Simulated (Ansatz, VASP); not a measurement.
# B10P11 in VASP and in Ansatz

```
B P
1.0
     6.73752   -0.05125   -0.06769
    -0.05125    6.60430   -0.11354
    -0.06769   -0.11354    6.54279
B P
10 11
Direct
  0.26649 0.16750 0.33129
  0.42700 0.08726 0.52212
  0.47922 0.89911 0.99453
  0.61142 0.83313 0.59535
  0.32195 0.33568 0.15008
  0.35872 0.68379 0.32883
  0.58190 0.78302 0.37665
  0.84270 0.64290 0.80458
  0.44187 0.40564 0.42364
  0.10469 0.77682 0.25882
  0.90154 0.91075 0.71171
  0.05611 0.48831 0.18541
  0.61160 0.55833 0.86341
  0.56148 0.19666 0.13090
  0.73218 0.99939 0.98023
  0.25736 0.63166 0.61863
  0.65606 0.26008 0.51262
  0.31193 0.02037 0.79570
  0.79289 0.67552 0.21141
  0.95174 0.40549 0.47785
  0.03872 0.01954 0.37230
```

Alike in both runs: task single point; functional PBE; k mesh 4 × 4 × 4; occupations fermi-dirac, width 0.3447 eV; no spin polarisation.

|  | VASP | Ansatz |
| --- | --- | --- |
| version | VASP 6.6.1 | Ansatz 0.2.0 |
| potentials or method | VASP PAW PBE potentials, release 64 (B, P) | scalar-relativistic, plane waves, PAW |
| plane-wave cutoff (eV) | 520 | 420 |
| valence electrons in the cell | 85 | 85 |

Ansatz gave:

```
gap on the k mesh at the Fermi level (eV) : none
rms of the force components (eV/Å)        : 1.518
```

Q: Which values does VASP return?

A: gap on the k mesh at the Fermi level (eV): none; rms of the force components (eV/Å): 1.511.

Atom by atom the forces differ by 0.019 eV/Å (rms over components). A gap of «none» marks a metal or a gap that the smearing closes.
